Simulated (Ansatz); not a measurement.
# Te2Pt (Moncheite) (P-3m1) in Ansatz: further runs

One crystal, Te2Pt (Moncheite), is run at these levels: PBE; tasks: single point.

Everything below comes from runs of Ansatz 0.2.0. Logs are shortened: lines on timing, memory, paths and dates and some standing lists are left out, and cuts for length are marked.

**1. The structure**

The structure is trigonal, space group P-3m1 (No. 164). The conventional cell has a = 4.010 Å, b = 4.010 Å, c = 5.201 Å, α = 90.00°, β = 90.00°, γ = 120.00°. Around Pt (site symmetry -3m) lie 6 Te at 2.66 Å. Te (site symmetry 3m) has 3 Pt at 2.66 Å as nearest neighbours.

**2. Single point, PBE**

The input, input.yaml:

```yaml
crystal:
  lattice:
    - [4.01, 0.0, 0.0]
    - [-2.005, 3.4727618692, 0.0]
    - [0.0, 0.0, 5.201]
  atoms:
    - { symbol: Pt, position: [0.0, 0.0, 0.0] }
    - { symbol: Te, position: [0.6666666667, 0.3333333333, 0.75] }
    - { symbol: Te, position: [0.3333333333, 0.6666666667, 0.25] }
hamiltonian:
  xc: pbe
  pseudopotentials: { kind: paw }
kpoints:
  mp_grid: { grid: [8, 8, 5] }
scf:
  occupations: { method: gaussian, width: 0.018 }
output:
  forces: true
  stress: true
  eigenvalues: true
```

Potentials or basis: Ansatz PAW.

On the command line:

```sh
$ ansatz run input.yaml --threads 2 --pin off --max-ram 5632MiB --backend cpu --events-out ev --progress --plain --runs-dir out
```

Output:

```text
Warning: RAYON_NUM_THREADS=2 ignored (pool sized by the plan → 2); use --threads N
Engine: ansatz 0.2.0, x86_64-unknown-linux-gnu
Pseudopotentials: kind: paw
Pseudopotential: Pt, paw, valence charge 18, recommended cutoff 420 eV (normal), Pt.paw.azcp
Pseudopotential: Te, paw, valence charge 16, recommended cutoff 420 eV (normal), Te.paw.azcp
Functional definition: PBE
  parameter kappa = 0.804
  parameter beta = 0.06672455060314922
  exchange = pbe_x(kappa = kappa, mu = beta*pi^2/3)
  correlation = pbe_c(beta = beta)
Crystal: 3 atoms, lattice volume = 72.428 Å³
Basis set: ecut = 420 eV, 1409 PW (Γ), exchange–correlation on 54×54×72 points (8 copies of the dense FFT grid, shifted against one another)
Bands: 30, of which v1, the nominal top of the filled ones, is band 25 counted from 1 (24 counted from 0)
Symmetry: 12 space group operations
Space group: P-3m1 (ITA 164), of the structure as read, at distance tolerance 4.2e-5 Å
k-points: 40 of 320
Non-local potential: Pt, projectors of the file, l = 0: 3, l = 1: 2, l = 2: 2, l = 3: 1
Non-local potential: Te, projectors of the file, l = 0: 2, l = 1: 2, l = 2: 2, l = 3: 2
PAW form: soft (Blöchl's): semilocal exchange-correlation on the pseudo side does not see the compensation charge
PAW one-centre angular grid: Pt, 590 points (default); XC on 64 Gauss nodes
PAW one-centre angular grid: Te, 590 points (default); XC on 64 Gauss nodes
Initial density: superposition of atomic densities (neutral atoms: chi_scale 0, normalization atom), corrected by the library's trained network
Initial wavefunctions: pseudopotential atomic-orbital guess
Functional: x = pbe(κ = 0.804, μ = 0.2195149727645171), c = pbe(β = 0.06672455060314922)
SCF iter   1: F=—  HF=-26483.945003 eV  |F-HF|=—  |Δ(HF+E_count)|=         —  Δρ=2.28e-3  dr2=4.59e-3  ethr=1.77e-3  ⟨swp⟩=6.9  Hψ=5361  notcnv=0
preconditioner: auto → LDOS  [insulator: Δε(μ)=0.039 eV  Ē_g=9.188 eV  σ=0.018 eV  W_gap=0.57  n_scr=22 (ndim 8)  ℏωp=20.5 eV  f_vac=0.015  D(μ)=1.74/eV (n_scr^D=8)  ε∞_Penn≈6.0  β→1.0]
SCF iter   2: F=—  HF=-26483.945788 eV  |F-HF|=—  |Δ(HF+E_count)|=   7.86e-4  Δρ=1.68e-3  dr2=3.23e-3  ethr=9.19e-6  ⟨swp⟩=3.0  Hψ=2789  notcnv=0  defer=35
SCF iter   3: F=—  HF=-26483.944809 eV  |F-HF|=—  |Δ(HF+E_count)|=   9.79e-4  Δρ=3.00e-4  dr2=7.70e-5  ethr=6.46e-6  ⟨swp⟩=2.0  Hψ=2171  notcnv=0  defer=35
SCF iter   4: F=—  HF=-26483.944801 eV  |F-HF|=—  |Δ(HF+E_count)|=   8.90e-6  Δρ=5.65e-5  dr2=1.87e-6  ethr=1.54e-7  ⟨swp⟩=2.0  Hψ=2003  notcnv=0  defer=35
iter 5 did not close the SCF: its close was put off for the readings that it lacked (scf_convergence_deferred on its scf_iter line)
SCF iter   5: F=-26483.944804 eV  HF=-26483.944803 eV  |F-HF|=1.07e-7  |Δ(HF+E_count)|=   2.89e-6  Δρ=1.27e-5  dr2=7.49e-8  ethr=3.74e-9  ⟨swp⟩=3.0  Hψ=2083  notcnv=0  defer=35
SCF iter   6: F=-26483.944804 eV  HF=-26483.944804 eV  |F-HF|=2.76e-9  |Δ(HF+E_count)|=   1.20e-7  Δρ=2.88e-6  dr2=6.34e-9  ethr=1.50e-10  ⟨swp⟩=6.6  Hψ=5223  notcnv=0
SCF 1 converged in 6 iterations: F = -26483.944804 eV  dr2 = 6.34e-9
SCF converged after 6 iterations
Free energy (F): -26483.944804 eV
Harris-Foulkes:  -26483.944804 eV  (|F-HF|=2.76e-9)
Internal energy: -26483.944522 eV  (E = F + TS)
E sigma→0 (E₀):  -26483.944663 eV
Entropy (-TS):   -0.000282 eV (-0.094 meV/atom)
Fermi energy:    14.261801 eV
--- Per-component energies (eV) ---
  E_band       = -688.791801
  E_kinetic    = 1004.285386
  E_local      = -4539.481428  (includes V_loc(G=0)·N_el)
  E_nonlocal   = -421.430267
  E_hartree    = 2416.183206
  E_xc         = -513.082966
  E_vxc        = -514.837135  (∫ρ·V_xc dr)
  E_paw        = -18779.446809  (= ΣΔE_a)
  E_vpaw       = -1049.691422  (= ΣTr[D̂ρ^β])
  E_aug_tail   = -0.000137  (compensation charges beyond the density's cutoff)
  E_ewald      = -5650.971506
  E_smearing   = -0.000282  (= −TS)
  E_closure    = 0.000000  (closes the sum)
  Σ components = -26483.944804   (vs F -26483.944804, Δ=0.00e0)
--- Forces (eV/Å), atoms counted from 1 ---
  atom   1  Pt     0.00000000     0.00000000     0.00000000
  atom   2  Te     0.00000000    -0.00000000    -0.97344611
  atom   3  Te    -0.00000000     0.00000000     0.97344611
  max |Σ_I F_I| component: 1.11e-16 eV/Å
--- Stress (GPa, compression-positive) ---
        9.250515      -0.000000      -0.000000
       -0.000000       9.250515       0.000000
       -0.000000       0.000000       7.670447
  P = ⅓ Tr σ = 8.7238 GPa (87.238 kbar)
--- Band table (eV; the first three rows and the last of 40) ---
  k-point 0: bands = ["-85.2115", "-39.4991", "-39.4991", "-39.3714", "-23.5247", "-23.5247", "-23.5110", "-23.5072", "-23.5072", "-23.5072", "-23.5066", "-23.5066", "-23.4974", "-23.4974", "-0.1939", "3.3684", "7.1975", "8.0177", "8.0177", "10.0967", "10.0967", "11.3716", "13.5400", "13.5400", "15.2923", "15.2923", "15.4819", "16.8333", "18.5263", "19.9919"]
  k-point 1: bands = ["-85.2115", "-39.4991", "-39.4991", "-39.3714", "-23.5231", "-23.5231", "-23.5106", "-23.5089", "-23.5089", "-23.5075", "-23.5069", "-23.5069", "-23.4972", "-23.4972", "-0.0225", "2.7967", "7.9250", "8.0440", "8.0440", "10.0843", "10.0843", "11.4309", "13.3028", "13.3028", "14.5917", "15.6687", "15.6687", "17.1129", "19.1340", "19.7429"]
  k-point 2: bands = ["-85.2115", "-39.4991", "-39.4991", "-39.3714", "-23.5189", "-23.5189", "-23.5128", "-23.5128", "-23.5097", "-23.5083", "-23.5076", "-23.5076", "-23.4968", "-23.4968", "0.3972", "1.9030", "8.0876", "8.0876", "9.0914", "10.0661", "10.0661", "11.6749", "13.0011", "13.0011", "13.1120", "16.2901", "16.2901", "17.9333", "19.2319", "19.2319"]
  k-point 39: bands = ["-85.2114", "-39.5020", "-39.5011", "-39.3711", "-23.5195", "-23.5184", "-23.5168", "-23.5103", "-23.5073", "-23.5061", "-23.5047", "-23.5001", "-23.4993", "-23.4983", "2.1294", "2.2612", "7.3218", "7.9110", "8.3500", "9.4954", "9.9261", "10.3114", "10.4714", "11.2990", "11.5974", "15.8877", "16.4865", "19.2880", "20.3838", "21.2057"]
```

Wall time 1.1 s (2 threads of Intel Xeon 6975P-C (Granite Rapids), shared host); peak memory 0.45 GiB.

What came out:

```
Free energy            : -26483.9448 eV
Pressure               : 8.7 GPa
Largest force          : 0.973 eV/Å
Band gap on the k mesh : none (metal or under the smearing width)
```

Forces in eV/Å, atoms in the order of the input:
```
Pt   0.000  0.000  0.000
Te   0.000  0.000 -0.973
Te   0.000  0.000  0.973
```

Stress tensor (GPa, compression positive):
```
9.25 0.00 0.00
0.00 9.25 0.00
0.00 0.00 7.67
```

Spin-orbit coupling is left out, which matters for the levels of Pt, Te.

**3. Single point, PBE**

input.yaml: that of step 2 with these lines changed.

```diff
@@ -15,3 +15,3 @@
 scf:
-  occupations: { method: gaussian, width: 0.018 }
+  occupations: { method: gaussian, width: 0.019 }
 output:
```

Potentials or basis: Ansatz PAW.

On the command line:

```sh
$ ansatz run input.yaml --threads 2 --pin off --max-ram 5632MiB --backend cpu --events-out ev --progress --plain --runs-dir out
```

Wall time 1.1 s (2 threads of Intel Xeon 6975P-C (Granite Rapids), shared host); peak memory 0.45 GiB.

It converged, with:

```
Free energy            : -26483.9448 eV
Pressure               : 8.7 GPa
Largest force          : 0.973 eV/Å
Band gap on the k mesh : none (metal or under the smearing width)
```

Forces in eV/Å, atoms in the order of the input:
```
Pt   0.000  0.000  0.000
Te   0.000  0.000 -0.973
Te   0.000  0.000  0.973
```

Stress tensor (GPa, compression positive):
```
9.25 0.00 0.00
0.00 9.25 0.00
0.00 0.00 7.67
```

Levels at points of the mesh, in eV from the Fermi level:
```
            k point  band 23  band 24  band 25  band 26  band 27  band 28
 (0.00, 0.00, 0.00)    -0.72    -0.72     1.03     1.03     1.22     2.57
(0.00, -0.50, 0.00)    -3.72    -3.63    -3.07     0.10     2.48     3.57
```

Spin-orbit coupling is left out, which matters for the levels of Pt, Te.

**4. Single point, PBE**

input.yaml: that of step 3 with these lines changed.

```diff
@@ -15,3 +15,3 @@
 scf:
-  occupations: { method: gaussian, width: 0.019 }
+  occupations: { method: gaussian, width: 0.02 }
 output:
```

On the command line:

```sh
$ ansatz run input.yaml --threads 2 --pin off --max-ram 5632MiB --backend cpu --events-out ev --progress --plain --runs-dir out
```

It took 1.1 s on 2 threads of Intel Xeon 6975P-C (Granite Rapids), shared host; peak memory 0.45 GiB.

Results (log left out):

```yaml
Free_energy: -26483.9448 eV
Pressure: 8.7 GPa
Largest_force: 0.973 eV/Å
Band_gap_on_the_k_mesh: none (metal or under the smearing width)
```

Forces in eV/Å, atoms in the order of the input:
```
Pt   0.000  0.000  0.000
Te   0.000  0.000 -0.973
Te   0.000  0.000  0.973
```

Stress tensor (GPa, compression positive):
```
9.25 0.00 0.00
0.00 9.25 0.00
0.00 0.00 7.67
```

Levels at points of the mesh, in eV from the Fermi level:
```csv
k point,band 21,band 22,band 23,band 24,band 25,band 26,band 27,band 28,band 29,band 30
"(0.00, 0.00, 0.00)",-4.16,-2.89,-0.72,-0.72,1.03,1.03,1.22,2.57,4.27,5.73
"(0.00, -0.50, 0.00)",-3.88,-3.83,-3.72,-3.63,-3.07,0.10,2.48,3.57,5.19,5.65
```

The run has no spin-orbit coupling, so splittings on Pt, Te are missing.

**5. The runs side by side**

| smearing | gap on the mesh (eV) | pressure (GPa) | largest force (eV/Å) |
| --- | --- | --- | --- |
| gaussian 0.018 eV | none | 8.7 | 0.97 |
| gaussian 0.019 eV | none | 8.7 | 0.97 |
| gaussian 0.02 eV | none | 8.7 | 0.97 |

Alike in all rows: task single point; level PBE; potentials or basis Ansatz PAW; no spin polarisation; cell as given; k mesh 8 × 8 × 5; cutoff (eV) 420.

Every run on the cell as given and a fine mesh finds a metal.

Total energies depend on the potentials used, so only differences within one code and one set of settings carry meaning.
